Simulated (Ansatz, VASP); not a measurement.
# Cross-check of InSb between VASP and Ansatz, part 2 of 2

One calculation is typed for both programs; each brings its own data sets. How far apart do they land? The cell is taken from a series of runs on this material, whose earlier steps may have relaxed, scaled, displaced or heated it; both programs get it as it stands. Valence electrons are named where the data sets of a main pair hold unlike numbers.

VASP 6.6.1 and Ansatz 0.2.0.

So far: The starting structure; VASP: single point, LDA.

### Step 3. Ansatz: single point, LDA

Level of this step: Ansatz beside VASP: Kohn-Sham DFT, plane waves, LDA (Ansatz).

Ansatz runs on its default PAW (the set named soft_2) files.

The same cell, functional (in two slightly different forms), mesh and smearing now go to Ansatz, which takes its cutoff from its data sets.

input.yaml reads:

```yaml
crystal:
  lattice:
    - [9.1615583, 0.0, 0.0]
    - [0.0, 6.4782, 0.0]
    - [0.0, 0.0, 25.42967915]
  atoms:
    - { symbol: In, position: [0.25, 0.5, 0.32874972] }
    - { symbol: In, position: [0.75, 0.5, 0.32874972] }
    - { symbol: In, position: [0.5, 0.0664316, 0.42935203] }
    - { symbol: In, position: [0.0, 0.0664316, 0.42935203] }
    - { symbol: In, position: [0.75, 0.48966257, 0.48047121] }
    - { symbol: In, position: [0.25, 0.48966257, 0.48047121] }
    - { symbol: Sb, position: [0.5, 0.25, 0.32874972] }
    - { symbol: Sb, position: [0.0, 0.25, 0.32874972] }
    - { symbol: Sb, position: [0.75, 0.81847247, 0.40705194] }
    - { symbol: Sb, position: [0.25, 0.81847247, 0.40705194] }
    - { symbol: Sb, position: [0.0, 0.30016905, 0.522279] }
    - { symbol: Sb, position: [0.5, 0.30016905, 0.522279] }
hamiltonian:
  xc: lda
  pseudopotentials: { kind: paw }
kpoints:
  mp_grid: { grid: [2, 3, 1] }
scf:
  occupations: { method: gaussian, width: 0.05 }
  n_extra_bands: 7
efield:
  axis: 3
  dipole_correction: true
  ramp_width: 0.04
output:
  forces: true
  eigenvalues: true
```

Command:

```
$ ansatz run input.yaml --threads 4 --pin off --max-ram 9216MiB --backend cpu --events-out ev --progress --plain --runs-dir out
```

Numbers of over 12 decimals in the logs are rounded to 6 here.

Output:

```text
scf.n_extra_bands = 7 over 84 filled bands (N_el = 168.0): the run solves 91 bands
Engine: ansatz 0.2.0, aarch64-unknown-linux-gnu
Pseudopotentials: kind: paw
Pseudopotential: In, paw, valence charge 13, recommended cutoff 420 eV (normal), In.paw.azcp
Pseudopotential: Sb, paw, valence charge 15, recommended cutoff 420 eV (normal), Sb.paw.azcp
Functional definition: SPW92
  exchange = slater_x
  correlation = pw_c
Crystal: 12 atoms, lattice volume = 1509.262 Å³
Basis set: ecut = 420 eV, 29551 PW (Γ)
Bands: 91, of which v1, the nominal top of the filled ones, is band 84 counted from 1 (83 counted from 0)
Symmetry: 4 space group operations
Space group: Pm (ITA 6), of the structure as read, at distance tolerance 1.1e-4 Å
k-points: 4 of 6 (time reversal used)
Non-local potential: In, projectors of the file, l = 0: 2, l = 1: 2, l = 2: 2, l = 3: 2
Non-local potential: Sb, projectors of the file, l = 0: 2, l = 1: 2, l = 2: 2, l = 3: 2
PAW form: soft (Blöchl's): semilocal exchange-correlation on the pseudo side does not see the compensation charge
PAW frozen core: In, regenerated for the run's functional, and the local potential with it (the file was generated under x = pbe(κ = 0.804, μ = 0.219515), c = pbe(β = 0.066725))
PAW frozen core: Sb, regenerated for the run's functional, and the local potential with it (the file was generated under x = pbe(κ = 0.804, μ = 0.219515), c = pbe(β = 0.066725))
PAW one-centre angular grid: In, 590 points (default); XC on 64 Gauss nodes
PAW one-centre angular grid: Sb, 590 points (default); XC on 64 Gauss nodes
Initial density: superposition of atomic densities (neutral atoms: chi_scale 0, normalization atom), corrected by the library's trained network
Initial wavefunctions: pseudopotential atomic-orbital guess
Functional: x = slater, c = lda
SCF iter   1: F=—  HF=-70754.174631 eV  |F-HF|=—  |Δ(HF+E_count)|=         —  Δρ=3.65e-3  dr2=1.76e-1  ethr=1.77e-3  p=-0.104 e·Å  D=-1.24e-2 V/Å  ΔV_dip=0.32 eV  dr2_dipole=9.98e-3  V_vac-E_F(+/−)=4.86/4.54 eV  ⟨swp⟩=7.0  Hψ=1537  notcnv=0
efield: sawtooth ramp at fractional position 0.9055 (placed from the atoms, in the widest stretch of the axis that holds none; the zero of the levels goes with the place), width 0.0400; the density the first Hamiltonian is built on has a dipole p = -0.104 e·Å; the dipole correction subtracts the counter field D = -1.24e-2 V/Å, which shifts the + side's vacuum level by +0.32 eV against the − side's; the planar-averaged density in the ramp window peaks in size at 4.4e-7 e/Å³
preconditioner: auto → LDOS  [insulator: Δε(μ)=0.158 eV  Ē_g=11.294 eV  σ=0.050 eV  W_gap=0.97  n_scr=164 (ndim 8)  ℏωp=9.9 eV  f_vac=0.684  D(μ)=0.93/eV (n_scr^D=2)  ε∞_Penn≈1.8  β→1.0]
SCF iter   2: F=—  HF=-70754.160948 eV  |F-HF|=—  |Δ(HF+E_count)|=   1.37e-2  Δρ=2.18e-3  dr2=1.16e-1  ethr=1.05e-4  p=0.008 e·Å  D=9.63e-4 V/Å  ΔV_dip=-0.02 eV  dr2_dipole=1.41e-2  V_vac-E_F(+/−)=4.59/4.62 eV  ⟨swp⟩=3.0  Hψ=820  notcnv=0  defer=9
SCF iter   3: F=—  HF=-70754.124575 eV  |F-HF|=—  |Δ(HF+E_count)|=   3.64e-2  Δρ=3.86e-4  dr2=3.90e-3  ethr=6.90e-5  p=-0.054 e·Å  D=-6.50e-3 V/Å  ΔV_dip=0.17 eV  dr2_dipole=5.02e-4  V_vac-E_F(+/−)=4.70/4.53 eV  ⟨swp⟩=2.5  Hψ=595  notcnv=0  defer=9
SCF iter   4: F=—  HF=-70754.123983 eV  |F-HF|=—  |Δ(HF+E_count)|=   5.93e-4  Δρ=1.24e-4  dr2=4.36e-4  ethr=2.32e-6  p=-0.042 e·Å  D=-5.05e-3 V/Å  ΔV_dip=0.13 eV  dr2_dipole=4.94e-5  V_vac-E_F(+/−)=4.67/4.54 eV  ⟨swp⟩=2.0  Hψ=652  notcnv=0  defer=9
SCF iter   5: F=—  HF=-70754.123895 eV  |F-HF|=—  |Δ(HF+E_count)|=   8.80e-5  Δρ=2.82e-5  dr2=1.89e-5  ethr=2.60e-7  p=-0.045 e·Å  D=-5.41e-3 V/Å  ΔV_dip=0.14 eV  dr2_dipole=9.66e-8  V_vac-E_F(+/−)=4.67/4.54 eV  ⟨swp⟩=2.0  Hψ=651  notcnv=0  defer=9
SCF iter   6: F=—  HF=-70754.123932 eV  |F-HF|=—  |Δ(HF+E_count)|=   3.70e-5  Δρ=1.06e-5  dr2=4.71e-6  ethr=1.12e-8  p=-0.045 e·Å  D=-5.42e-3 V/Å  ΔV_dip=0.14 eV  dr2_dipole=5.19e-7  V_vac-E_F(+/−)=4.67/4.54 eV  ⟨swp⟩=2.5  Hψ=702  notcnv=0  defer=9
SCF iter   7: F=—  HF=-70754.123933 eV  |F-HF|=—  |Δ(HF+E_count)|=   8.71e-7  Δρ=3.46e-6  dr2=3.58e-7  ethr=2.81e-9  p=-0.045 e·Å  D=-5.45e-3 V/Å  ΔV_dip=0.14 eV  dr2_dipole=2.71e-8  V_vac-E_F(+/−)=4.67/4.54 eV  ⟨swp⟩=2.0  Hψ=570  notcnv=0  defer=9
SCF iter   8: F=-70754.123933 eV  HF=-70754.123933 eV  |F-HF|=1.54e-8  |Δ(HF+E_count)|=   3.02e-7  Δρ=1.46e-6  dr2=8.80e-8  ethr=5.95e-11  p=-0.046 e·Å  D=-5.46e-3 V/Å  ΔV_dip=0.14 eV  dr2_dipole=8.78e-9  V_vac-E_F(+/−)=4.67/4.54 eV  ⟨swp⟩=13.5  Hψ=1614  notcnv=0
SCF 1 converged in 8 iterations: F = -70754.123933 eV  dr2 = 8.80e-8
  greatest PAW one-centre occupation: 0.998 electrons in one spin orbital (limit 2), on the Sb atom at site 7 (counted from 0), in its partial waves of l = 2
SCF converged after 8 iterations
Free energy (F): -70754.123933 eV
Harris-Foulkes:  -70754.123933 eV  (|F-HF|=1.54e-8)
Internal energy: -70754.121954 eV  (E = F + TS)
E sigma→0 (E₀):  -70754.122943 eV
Entropy (-TS):   -0.001979 eV (-0.165 meV/atom)
Fermi energy:    -1.441981 eV
Dipole field:    D = -0.005509 V/Å  (p = -0.045949 e·Å, saw-weighted, corrected)
Work function:   Φ+ = 4.6749 eV   Φ− = 4.5348 eV
Levels:          The Fermi level and band energies are counted from a zero that moves with the ramp; work functions are not
--- Per-component energies (eV) ---
  E_band       = -3019.106486
  E_kinetic    = 2704.824442
  E_local      = -120763.777474  (includes V_loc(G=0)·N_el)
  E_nonlocal   = 4417.648959
  E_hartree    = 58295.715143
  E_xc         = -2102.063511
  E_vxc        = -1181.938408  (∫ρ·V_xc dr)
  E_paw        = -50648.584923  (= ΣΔE_a)
  E_vpaw       = -4787.093699  (= ΣTr[D̂ρ^β])
  E_aug_tail   = 0.000138  (compensation charges beyond the density's cutoff)
  E_efield     = 0.000127  (sawtooth field / dipole correction)
  E_vefield    = -0.215641  (∫n·V_field dr)
  E_ewald      = 37337.054987
  E_core_change = 5.060160  (= ΣΔE_core)
  E_smearing   = -0.001979  (= −TS)
  E_closure    = -0.000000  (closes the sum)
  Σ components = -70754.123933   (vs F -70754.123933, Δ=0.00e0)
--- Forces (eV/Å), atoms counted from 1 ---
  atom   1  In     0.00000000    -0.31242914     0.73803404
  atom   2  In     0.00000000    -0.31242914     0.73803404
  atom   3  In    -0.00000000     0.00942040    -0.00197258
  atom   4  In     0.00000000     0.00942040    -0.00197258
  atom   5  In    -0.00000000     0.02447806     0.01930976
  atom   6  In    -0.00000000     0.02447806     0.01930976
  atom   7  Sb     0.00000000     0.29974260    -0.68956588
  atom   8  Sb     0.00000000     0.29974260    -0.68956588
  atom   9  Sb     0.00000000    -0.01665652     0.03390907
  atom  10  Sb     0.00000000    -0.01665652     0.03390907
  atom  11  Sb     0.00000000    -0.00455715    -0.09929149
  atom  12  Sb     0.00000000    -0.00455715    -0.09929149
  max |Σ_I F_I| component: 8.46e-4 eV/Å
--- Band table (eV) ---
  k-point 0: bands = [... 80 lower, -2.2981, -2.2960, -1.9327, -1.5060, -1.3514, -1.0106, -0.6141, -0.4252, ... 3 higher]
  k-point 1: bands = [... 80 lower, -2.2808, -2.1528, -2.0633, -1.9465, -1.3652, -1.0115, -0.2827, -0.0336, ... 3 higher]
  k-point 2: bands = [... 80 lower, -2.3778, -2.3778, -2.0953, -2.0953, -0.8239, -0.8239, 0.0949, 0.0949, ... 3 higher]
  k-point 3: bands = [... 80 lower, -2.4541, -2.4541, -1.9803, -1.9803, -0.7301, -0.7301, 0.0716, 0.0716, ... 3 higher]
```

In the SCF lines HF is the Harris–Foulkes energy and dr2 the Hartree energy of the density residual, in eV; the loop may stop once dr2 is under the threshold and the program's other checks hold. Hψ counts applications of the Hamiltonian.

### Step 4. Comparison

Known differences besides the potentials themselves: the data sets hold 168 valence electrons in Ansatz (on its default PAW (the set named soft_2) files) and 108 in VASP; the cutoff is 420 eV in Ansatz and 400 eV in VASP; VASP's log shows a relativistic correction to its local exchange, Ansatz's none. Total energies have different zeros and are not compared.

Both answers:

| quantity | Ansatz | VASP | difference |
| --- | --- | --- | --- |
| gap on the k mesh (eV) | 0.141 | 0.141 | 0.000 |

Forces on 7 of the 12 atoms, those with the largest forces and the largest differences (eV/Å; atoms numbered as in POSCAR):

| atom | Ansatz x, y, z | VASP x, y, z |
| --- | --- | --- |
| In1 | 0.000, -0.312, 0.738 | 0.000, -0.300, 0.731 |
| In2 | 0.000, -0.312, 0.738 | 0.000, -0.300, 0.731 |
| Sb7 | 0.000, 0.300, -0.690 | 0.000, 0.288, -0.711 |
| Sb8 | 0.000, 0.300, -0.690 | 0.000, 0.288, -0.711 |
| Sb9 | 0.000, -0.017, 0.034 | 0.000, -0.006, 0.028 |
| Sb11 | 0.000, -0.005, -0.099 | 0.000, -0.011, -0.057 |
| Sb12 | 0.000, -0.005, -0.099 | 0.000, -0.011, -0.057 |

The forces differ by 13 meV/Å r.m.s., which is 5.0 % of the r.m.s. force of 0.260 eV/Å (both taken over all components). A gap on the mesh is an upper bound, since the band edges may lie between its points. With vacuum in the cell, a pressure given here is an average over mostly empty space and none of the material.

### Step 5. What the set-up changes

Further runs change the set-up of one program: Ansatz's method, potentials or start, or VASP's data sets, cutoff or form of LDA. The table gives Ansatz less VASP for each quantity, since a change that brings one quantity closer may part another.

| run | r.m.s. force difference (meV/Å) | gap on the k mesh (eV) |
| --- | --- | --- |
| as above | 13 | -3.2e-4 |
| VASP with the data sets In_d_GW and Sb_d_GW, a cutoff of 520 eV and GGA = CA, the Perdew-Zunger form of LDA | 3.8 | -0.0058 |
| VASP with a cutoff of 520 eV and GGA = CA, the Perdew-Zunger form of LDA | 14 | -2.0e-5 |

### Step 6. Outcome

* r.m.s. force difference (single point, LDA): 5.0 % of the r.m.s. force

**Reading.** The r.m.s. force difference is 5.0 % of the r.m.s. force (single point, LDA), beyond the 3 % picked in this series as the mark of a large difference. The data sets hold unlike numbers of valence electrons (168 in Ansatz and 108 in VASP), so part of the differences comes from the potentials. Single point, LDA, VASP with the data sets In_d_GW and Sb_d_GW, a cutoff of 520 eV and GGA = CA, the Perdew-Zunger form of LDA: r.m.s. force difference goes from 13 to 3.8 meV/Å; the difference in gap on the k mesh goes from -3.2e-4 to -0.0058 eV. Single point, LDA, VASP with a cutoff of 520 eV and GGA = CA, the Perdew-Zunger form of LDA: the difference in gap on the k mesh goes from -3.2e-4 to -2.0e-5 eV. How closely two codes agree says nothing of how well the functional describes the real material.

[Lines on the potential files, build, host, timing and source positions are cut from VASP's logs without a mark.]

[Logs are printed without paths, hosts, clocks, repeated set-up lines and the standing remarks that a program may print on its own settings, such as how far it seeks lower states.]

[Hosts, paths, dates, database ids (printed as entryN), source tags and the programs' standing remarks are cut or masked in the printed files.]
